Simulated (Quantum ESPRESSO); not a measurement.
# TaN (P6/mmm) in Quantum ESPRESSO: reference runs

How does TaN come out in PBE? The cell is run as given and disturbed.

Everything below comes from runs of Quantum ESPRESSO 7.5. Logs are shortened: lines on timing, memory, paths and dates and some standing lists are left out, and cuts for length are marked.

**1. The structure**

It takes space group P6/mmm (No. 191, hexagonal). Conventional cell: a = 5.185 Å, b = 5.185 Å, c = 2.908 Å, α = 90.00°, β = 90.00°, γ = 120.00°. Ta (site symmetry 6/mmm) is surrounded by 6 N at 2.59 Å and 2 Ta at 2.91 Å. Ta (site symmetry -6m2) has 6 N at 2.09 Å as nearest neighbours. N (site symmetry mmm) is surrounded by 4 Ta at 2.09 Å.

**2. Single point, PBE**

File pw.in:

```
&CONTROL
  calculation = 'scf'
  prefix = 'pwscf'
  outdir = './tmp'
  pseudo_dir = './pseudo'
  tprnfor = .true.
  tstress = .true.
  disk_io = 'nowf'
/
&SYSTEM
  ibrav = 0
  nat = 6
  ntyp = 2
  ecutwfc = 60
  ecutrho = 480
  nbnd = 37
  occupations = 'smearing'
  smearing = 'fd'
  degauss = 0.00367493
/
&ELECTRONS
  conv_thr = 1.2d-09
  electron_maxstep = 120
  mixing_beta = 0.5
/
ATOMIC_SPECIES
Ta   180.9479 Ta_pbe_v1.uspp.F.UPF
N     14.0070 N.pbe-n-radius_5.UPF
CELL_PARAMETERS angstrom
   5.1850002000    0.0000000000    0.0000000000
  -2.5925001000    4.4903418900    0.0000000000
   0.0000000000    0.0000000000    2.9080005300
ATOMIC_POSITIONS crystal
Ta     0.0000000000    0.0000000000    0.0000000000
Ta     0.3333333333    0.6666666667    0.5000000000
Ta     0.6666666667    0.3333333333    0.5000000000
N      0.5000000000    0.0000000000    0.0000000000
N      0.5000000000    0.5000000000    0.0000000000
N      0.0000000000    0.5000000000    0.0000000000
K_POINTS automatic
6 6 9 0 0 0
```

Potentials or basis: SSSP 1.3 efficiency PBE.

Run with:

```bash
OMP_NUM_THREADS=1 pw.x -in pw.in > pw.out
```

pw.out:

```text
This program is part of the open-source Quantum ESPRESSO suite
     for quantum simulation of materials; please cite
[... 9 lines left out ...]
     --------------------
     sticks:   dense  smooth     PW     G-vecs:    dense   smooth      PW
     Sum        3181    1585    475                81135    28743    4545

     Using Slab Decomposition

     bravais-lattice index     =            0
     lattice parameter (alat)  =       9.7982  a.u.
     unit-cell volume          =     456.8980 (a.u.)^3
     number of atoms/cell      =            6
     number of atomic types    =            2
     number of electrons       =        54.00
     number of Kohn-Sham states=           37
     kinetic-energy cutoff     =      60.0000  Ry
     charge density cutoff     =     480.0000  Ry
     scf convergence threshold =      1.2E-09
     mixing beta               =       0.5000
     number of iterations used =            8  plain     mixing
     Exchange-correlation= PBE
                           (   1   4   3   4   0   0   0)

     celldm(1)=   9.798230  celldm(2)=   0.000000  celldm(3)=   0.000000
     celldm(4)=   0.000000  celldm(5)=   0.000000  celldm(6)=   0.000000

     crystal axes: (cart. coord. in units of alat)
               a(1) = (   1.000000   0.000000   0.000000 )
               a(2) = (  -0.500000   0.866025   0.000000 )
               a(3) = (   0.000000   0.000000   0.560849 )

     reciprocal axes: (cart. coord. in units 2 pi/alat)
               b(1) = (  1.000000  0.577350 -0.000000 )
               b(2) = (  0.000000  1.154701  0.000000 )
               b(3) = (  0.000000 -0.000000  1.783012 )

     PseudoPot. # 1 for Ta read from file:
     Ta_pbe_v1.uspp.F.UPF
     Pseudo is Ultrasoft + core correction, Zval = 13.0
     Generated by new atomic code, or converted to UPF format
     Using radial grid of  921 points,  7 beta functions with:
                l(1) =   0
                l(2) =   0
                l(3) =   1
                l(4) =   1
                l(5) =   2
                l(6) =   2
                l(7) =   3
     Q(r) pseudized with  6 coefficients,  rinner =    1.300   1.300   1.300
                                                       1.300   1.300   1.300
                                                       1.300

     PseudoPot. # 2 for N  read from file:
     N.pbe-n-radius_5.UPF
     Pseudo is Ultrasoft + core correction, Zval =  5.0
     Generated using "atomic" code by A. Dal Corso  v.5.1
     Using radial grid of 1085 points,  4 beta functions with:
                l(1) =   0
                l(2) =   0
                l(3) =   1
                l(4) =   1
     Q(r) pseudized with 0 coefficients

     atomic species   valence    mass     pseudopotential
     Ta               13.00   180.94790     Ta( 1.00)
     N                 5.00    14.00700     N ( 1.00)

     24 Sym. Ops., with inversion, found

   Cartesian axes

     site n.     atom                  positions (alat units)
         1        Ta     tau(   1) = (   0.0000000   0.0000000   0.0000000  )
         2        Ta     tau(   2) = (  -0.0000000   0.5773503   0.2804243  )
         3        Ta     tau(   3) = (   0.5000000   0.2886751   0.2804243  )
         4        N      tau(   4) = (   0.5000000   0.0000000   0.0000000  )
         5        N      tau(   5) = (   0.2500000   0.4330127   0.0000000  )
         6        N      tau(   6) = (  -0.2500000   0.4330127   0.0000000  )

     number of k points=    35  Fermi-Dirac smearing, width (Ry)=  0.0037
                       cart. coord. in units 2pi/alat
        k(    1) = (   0.0000000   0.0000000   0.0000000), wk =   0.0061728
        k(    2) = (   0.0000000   0.0000000   0.1981125), wk =   0.0123457
        k(    3) = (   0.0000000   0.0000000   0.3962249), wk =   0.0123457
        k(    4) = (   0.0000000   0.0000000   0.5943374), wk =   0.0123457
        k(    5) = (   0.0000000   0.0000000   0.7924498), wk =   0.0123457
        k(    6) = (   0.0000000   0.1924501   0.0000000), wk =   0.0370370
[... 27 lines left out ...]
        k(   34) = (   0.3333333   0.5773503   0.5943374), wk =   0.0246914
        k(   35) = (   0.3333333   0.5773503   0.7924498), wk =   0.0246914

     Dense  grid:    81135 G-vectors     FFT dimensions: (  72,  72,  40)

     Smooth grid:    28743 G-vectors     FFT dimensions: (  50,  50,  27)

     Initial potential from superposition of free atoms

     starting charge      53.9966, renormalised to      54.0000

     negative rho (up, down):  2.841E-01 0.000E+00
     Starting wfcs are   51 randomized atomic wfcs

     Self-consistent Calculation

     iteration #  1     ecut=    60.00 Ry     beta= 0.50
     Davidson diagonalization with overlap
     ethr =  1.00E-02,  avg # of iterations =  2.0

     negative rho (up, down):  2.911E-01 0.000E+00

     total energy              =    -485.77398925 Ry
     estimated scf accuracy    <       1.95098891 Ry

     iteration #  2     ecut=    60.00 Ry     beta= 0.50
     Davidson diagonalization with overlap
     ethr =  3.61E-03,  avg # of iterations =  3.8

     negative rho (up, down):  2.941E-01 0.000E+00

     total energy              =    -486.09361237 Ry
     estimated scf accuracy    <       2.05675253 Ry
[... 64 lines left out ...]
     iteration # 10     ecut=    60.00 Ry     beta= 0.50
     Davidson diagonalization with overlap
     ethr =  1.74E-10,  avg # of iterations =  3.7

     negative rho (up, down):  3.009E-01 0.000E+00

     total energy              =    -486.53917052 Ry
     estimated scf accuracy    <          7.3E-09 Ry

     iteration # 11     ecut=    60.00 Ry     beta= 0.50
     Davidson diagonalization with overlap
     ethr =  1.35E-11,  avg # of iterations =  3.1

     negative rho (up, down):  3.009E-01 0.000E+00

     End of self-consistent calculation

          k = 0.0000 0.0000 0.0000 (  3553 PWs)   bands (ev):

   -49.6274 -49.5795 -49.2766 -16.5232 -16.5232 -16.1331 -16.1331 -15.9179
   -15.8020 -15.8020 -15.7800 -15.0091   1.1872   4.4411   4.4411   9.3738
    12.4579  12.4579  13.4489  13.4489  14.0825  16.4577  16.6232  16.6232
    17.1278  17.6096  18.4287  18.4287  20.4938  20.4938  20.9221  21.8425
    21.8425  22.7853  22.9494  22.9494  23.3420

          k = 0.0000 0.0000 0.1981 (  3553 PWs)   bands (ev):

   -49.6218 -49.5741 -49.2723 -16.5048 -16.5048 -16.1140 -16.1140 -16.0350
   -15.8845 -15.7999 -15.7999 -15.0882   1.4662   4.3095   4.3095   9.8244
    12.4636  12.4636  13.3605  13.3605  13.9648  15.9878  15.9878  16.4228
    17.1902  18.1392  18.7003  18.7003  20.4827  20.4827  21.0587  22.0675
    22.0675  22.6371  22.6371  22.9200  24.0327

          k = 0.0000 0.0000 0.3962 (  3577 PWs)   bands (ev):
[... 89 lines left out ...]
   -49.5819 -49.5548 -49.2488 -16.6010 -16.4696 -16.4348 -16.3343 -16.0522
   -15.9530 -15.8130 -15.8114 -15.4894   3.3367   3.5740   3.6492  11.2040
    11.8858  12.3686  12.8962  13.0219  13.4894  14.3604  15.1610  16.0245
    17.6767  17.8664  19.0798  20.3305  21.4964  21.6330  22.2852  22.4382
    22.9151  23.0716  23.4259  24.0574  24.8378

          k = 0.0000 0.3849 0.7924 (  3599 PWs)   bands (ev):

   -49.5715 -49.5446 -49.2405 -16.7899 -16.6476 -16.3898 -16.3012 -16.0292
   -15.9210 -15.8141 -15.7999 -15.6194   3.4066   3.4720   3.8772  11.0284
    11.8752  12.0894  12.6156  13.0573  13.6228  15.0087  15.5038  16.3012
    16.6320  17.1015  19.1757  20.8609  21.1896  22.3519  22.5305  23.0881
    23.4622  23.4875  23.5048  24.9995  25.0895

          k = 0.0000-0.5774 0.0000 (  3620 PWs)   bands (ev):

   -49.6111 -49.5954 -49.2772 -16.5953 -16.4024 -16.2058 -16.0199 -15.8707
   -15.8628 -15.8394 -15.8258 -15.0116   2.1801   2.9877   4.5202  10.9111
    11.5620  13.2651  13.3200  13.3689  13.7671  14.1280  15.0136  16.2408
    16.7247  17.9561  18.9852  21.0262  21.5223  21.5322  21.9376  22.0913
    22.2990  22.6808  23.4042  23.5360  23.9435

          k = 0.0000-0.5774 0.1981 (  3582 PWs)   bands (ev):

   -49.6056 -49.5899 -49.2728 -16.5726 -16.3865 -16.1927 -16.0071 -15.9961
   -15.9342 -15.8403 -15.8356 -15.0889   2.3918   3.0925   4.3849  10.8818
    11.8236  12.7891  13.2435  13.7402  13.9821  14.0574  14.3002  16.1984
    16.7736  18.6925  19.2663  20.6653  20.8322  21.5277  22.2117  22.2494
    22.4957  22.6759  23.0235  23.4421  23.7464

          k = 0.0000-0.5774 0.3962 (  3586 PWs)   bands (ev):

   -49.5918 -49.5762 -49.2616 -16.5139 -16.3482 -16.2913 -16.1987 -16.1331
   -15.9746 -15.8269 -15.8223 -15.2798   2.9212   3.3031   4.0437  10.8665
    12.5852  12.5857  12.5875  13.4235  13.8066  13.8073  14.6574  15.6708
    17.7180  19.0462  19.2476  19.9010  20.6867  21.5206  22.2206  22.4384
    22.6581  22.8812  22.8916  24.0517  24.6698

          k = 0.0000-0.5774 0.5943 (  3586 PWs)   bands (ev):

   -49.5761 -49.5606 -49.2489 -16.5829 -16.4934 -16.4441 -16.2989 -16.0911
   -15.9373 -15.8189 -15.8048 -15.4881   3.4456   3.5141   3.6610  11.1215
    11.7249  12.7317  12.7785  13.4073  13.6106  13.6861  14.9941  15.8384
    17.6170  18.0340  18.8433  20.5254  21.4711  21.5498  22.4495  22.7868
    23.0194  23.0207  23.1927  24.8738  25.0492

          k = 0.0000-0.5774 0.7924 (  3588 PWs)   bands (ev):

   -49.5659 -49.5503 -49.2405 -16.7691 -16.6743 -16.3966 -16.2736 -16.0591
   -15.9128 -15.8153 -15.7942 -15.6179   3.4156   3.4846   3.8968  11.2775
    11.7584  12.3315  12.6379  13.0007  13.3649  14.6974  15.1288  16.1859
    16.6805  17.6298  18.4879  20.8312  20.9708  22.5956  23.0989  23.1465
    23.2412  23.5672  24.0364  25.5001  25.5541

          k = 0.1667 0.2887 0.0000 (  3586 PWs)   bands (ev):

   -49.6192 -49.5874 -49.2770 -16.5634 -16.4851 -16.1282 -16.0601 -15.8942
   -15.8658 -15.8198 -15.8028 -15.0106   1.6560   3.6656   4.4756  10.4779
    11.4805  12.7413  13.4048  13.7517  14.1544  14.8781  15.6370  15.8002
    16.6359  18.2366  19.1509  20.3110  20.9193  20.9863  21.5646  21.8126
    22.6214  23.0521  23.1633  23.2179  23.2244

          k = 0.1667 0.2887 0.1981 (  3589 PWs)   bands (ev):

   -49.6137 -49.5820 -49.2726 -16.5433 -16.4648 -16.1151 -16.0453 -16.0187
   -15.9102 -15.8491 -15.8157 -15.0885   1.9027   3.6876   4.3407  10.7134
    11.5261  12.6709  13.3371  13.7591  14.2199  14.3341  15.2537  16.0061
    16.6956  18.6974  19.2103  20.5284  20.7049  20.9685  21.3251  22.0977
    22.4090  22.9302  23.2810  23.3646  23.5462
[... 91 lines left out ...]
   -49.5683 -49.5683 -49.2489 -16.5413 -16.5413 -16.4555 -16.1983 -16.1983
   -15.9227 -15.8069 -15.8069 -15.4891   3.5479   3.5479   3.5499  11.5554
    11.5554  11.9261  13.3421  13.3421  13.6717  13.9808  15.0223  15.0223
    17.9957  18.1232  18.1232  21.6657  21.6657  22.0010  22.3749  22.6206
    22.6206  23.0229  23.0229  24.7820  24.9807

          k = 0.3333 0.5774 0.7924 (  3591 PWs)   bands (ev):

   -49.5581 -49.5581 -49.2405 -16.7239 -16.7239 -16.4240 -16.1591 -16.1591
   -15.8987 -15.8023 -15.8023 -15.6200   3.2942   3.7604   3.7604  11.6685
    11.6685  12.6946  12.7801  12.7801  13.1067  13.5782  15.8003  15.8003
    17.3571  17.3571  17.8510  22.1787  22.1787  22.3343  22.4034  22.4034
    23.3992  23.3992  23.6822  25.7682  25.9921

     the Fermi energy is    19.5129 ev

!    total energy              =    -486.53917052 Ry
     estimated scf accuracy    <          5.8E-10 Ry
     smearing contrib. (-TS)   =      -0.00039094 Ry
     internal energy E=F+TS    =    -486.53877959 Ry

     The total energy is F=E-TS. E is the sum of the following terms:
     one-electron contribution =     -37.70785255 Ry
     hartree contribution      =      52.33215122 Ry
     xc contribution           =    -143.50396964 Ry
     ewald contribution        =    -357.65910862 Ry

     convergence has been achieved in  11 iterations

     negative rho (up, down):  3.009E-01 0.000E+00

     Forces acting on atoms (cartesian axes, Ry/au):

     atom    1 type  1   force =    -0.00000000   -0.00000000    0.00000000
     atom    2 type  1   force =    -0.00000000   -0.00000000    0.00000000
     atom    3 type  1   force =    -0.00000000   -0.00000000    0.00000000
     atom    4 type  2   force =     0.00000000    0.00000000    0.00000000
     atom    5 type  2   force =    -0.00000000    0.00000000    0.00000000
     atom    6 type  2   force =     0.00000000    0.00000000    0.00000000

     Total force =     0.000000     Total SCF correction =     0.000000

     Computing stress (Cartesian axis) and pressure

     negative rho (up, down):  3.009E-01 0.000E+00
          total   stress  (Ry/bohr**3)                   (kbar)     P=      100.69
   0.00063380   0.00000000  -0.00000000           93.24        0.00       -0.00
   0.00000000   0.00063380   0.00000000            0.00       93.24        0.00
   0.00000000  -0.00000000   0.00078575            0.00       -0.00      115.59

=------------------------------------------------------------------------------=
   JOB DONE.
=------------------------------------------------------------------------------=
```

Wall time 2.1 min (1 thread of Arm Neoverse V1, shared host); peak memory 0.62 GiB.

What came out:

| Property | Result |
| --- | --- |
| Free energy | -6619.7026 eV |
| Pressure | 10.1 GPa |
| Band gap on the k mesh | none (metal or under the smearing width) |

Stress tensor (GPa, compression positive):
```
 9.32  0.00  0.00
 0.00  9.32  0.00
 0.00  0.00 11.56
```

Spin-orbit coupling is left out, which matters for the levels of Ta.

**3. Single point, PBE (atoms moved at random, drawn with an rms of 0.05 Å)**

Changes to pw.in since step 2:

```diff
@@ -33,8 +33,8 @@
 ATOMIC_POSITIONS crystal
-Ta     0.0000000000    0.0000000000    0.0000000000
-Ta     0.3333333333    0.6666666667    0.5000000000
-Ta     0.6666666667    0.3333333333    0.5000000000
-N      0.5000000000    0.0000000000    0.0000000000
-N      0.5000000000    0.5000000000    0.0000000000
-N      0.0000000000    0.5000000000    0.0000000000
+Ta     0.0017970000    0.0016720000    0.0056650000
+Ta     0.3326900000    0.6616260000    0.5046680000
+Ta     0.6643190000    0.3408360000    0.5088620000
+N      0.4957950000   -0.0111830000    0.0105140000
+N      0.5088820000    0.4976330000    0.0061460000
+N     -0.0004180000    0.4911940000    0.0073900000
 K_POINTS automatic
```

Potentials or basis: SSSP 1.3 efficiency PBE.

Run with:

```bash
OMP_NUM_THREADS=1 pw.x -in pw.in > pw.out
```

pw.out:

```text
This program is part of the open-source Quantum ESPRESSO suite
     for quantum simulation of materials; please cite
[... 6 lines left out ...]
     --------------------
     sticks:   dense  smooth     PW     G-vecs:    dense   smooth      PW
     Sum        3181    1585    475                81135    28743    4545

     Using Slab Decomposition

     bravais-lattice index     =            0
     lattice parameter (alat)  =       9.7982  a.u.
     unit-cell volume          =     456.8980 (a.u.)^3
     number of atoms/cell      =            6
     number of atomic types    =            2
     number of electrons       =        54.00
     number of Kohn-Sham states=           37
     kinetic-energy cutoff     =      60.0000  Ry
     charge density cutoff     =     480.0000  Ry
     scf convergence threshold =      1.2E-09
     mixing beta               =       0.5000
     number of iterations used =            8  plain     mixing
     Exchange-correlation= PBE
                           (   1   4   3   4   0   0   0)

     celldm(1)=   9.798230  celldm(2)=   0.000000  celldm(3)=   0.000000
     celldm(4)=   0.000000  celldm(5)=   0.000000  celldm(6)=   0.000000

     crystal axes: (cart. coord. in units of alat)
               a(1) = (   1.000000   0.000000   0.000000 )
               a(2) = (  -0.500000   0.866025   0.000000 )
               a(3) = (   0.000000   0.000000   0.560849 )

     reciprocal axes: (cart. coord. in units 2 pi/alat)
               b(1) = (  1.000000  0.577350 -0.000000 )
               b(2) = (  0.000000  1.154701  0.000000 )
               b(3) = (  0.000000 -0.000000  1.783012 )

     PseudoPot. # 1 for Ta read from file:
     Ta_pbe_v1.uspp.F.UPF
     Pseudo is Ultrasoft + core correction, Zval = 13.0
[... 46 lines left out ...]
     Smooth grid:    28743 G-vectors     FFT dimensions: (  50,  50,  27)

     Initial potential from superposition of free atoms

     starting charge      53.9966, renormalised to      54.0000

     negative rho (up, down):  2.822E-01 0.000E+00
     Starting wfcs are   51 randomized atomic wfcs

     Self-consistent Calculation

     iteration #  1     ecut=    60.00 Ry     beta= 0.50
     Davidson diagonalization with overlap
     ethr =  1.00E-02,  avg # of iterations =  2.0

     negative rho (up, down):  2.894E-01 0.000E+00
[... 103 lines left out ...]
     iteration # 13     ecut=    60.00 Ry     beta= 0.50
     Davidson diagonalization with overlap
     ethr =  1.33E-11,  avg # of iterations =  2.0

     negative rho (up, down):  2.992E-01 0.000E+00

     End of self-consistent calculation

     Number of k-points >= 100: set verbosity='high' to print the bands.

     the Fermi energy is    19.5294 ev

!    total energy              =    -486.53010810 Ry
     estimated scf accuracy    <          8.8E-10 Ry
     smearing contrib. (-TS)   =      -0.00044426 Ry
     internal energy E=F+TS    =    -486.52966383 Ry

     The total energy is F=E-TS. E is the sum of the following terms:
     one-electron contribution =     -37.95625681 Ry
     hartree contribution      =      52.46260006 Ry
     xc contribution           =    -143.51428066 Ry
     ewald contribution        =    -357.52172642 Ry

     convergence has been achieved in  13 iterations

     negative rho (up, down):  2.992E-01 0.000E+00

     Forces acting on atoms (cartesian axes, Ry/au):

     atom    1 type  1   force =    -0.00620099    0.00136218    0.00199900
     atom    2 type  1   force =    -0.00430557    0.00471302    0.00909858
     atom    3 type  1   force =     0.06256521   -0.07340934   -0.00375560
     atom    4 type  2   force =    -0.00690954    0.04939042   -0.00859801
     atom    5 type  2   force =    -0.05504237    0.03636308    0.00287510
     atom    6 type  2   force =     0.00989325   -0.01841936   -0.00161907

     Total force =     0.129793     Total SCF correction =     0.000057

     Computing stress (Cartesian axis) and pressure

     negative rho (up, down):  2.992E-01 0.000E+00
          total   stress  (Ry/bohr**3)                   (kbar)     P=      110.09
   0.00079081  -0.00009923  -0.00000682          116.33      -14.60       -1.00
  -0.00009923   0.00055756  -0.00000497          -14.60       82.02       -0.73
  -0.00000682  -0.00000497   0.00089680           -1.00       -0.73      131.92

=------------------------------------------------------------------------------=
   JOB DONE.
=------------------------------------------------------------------------------=
```

Run time: 9.6 min. Hardware: 1 thread of Arm Neoverse V1, shared host; peak memory 0.88 GiB.

What came out:

```
Free energy            : -6619.5793 eV
Pressure               : 11.0 GPa
Largest force          : 2.482 eV/Å
Band gap on the k mesh : none (metal or under the smearing width)
```

Forces on the atoms (eV/Å):
```
Ta  -0.159  0.035  0.051
Ta  -0.111  0.121  0.234
Ta   1.609 -1.887 -0.097
N   -0.178  1.270 -0.221
N   -1.415  0.935  0.074
N    0.254 -0.474 -0.042
```

Spin-orbit coupling is left out, which matters for the levels of Ta.
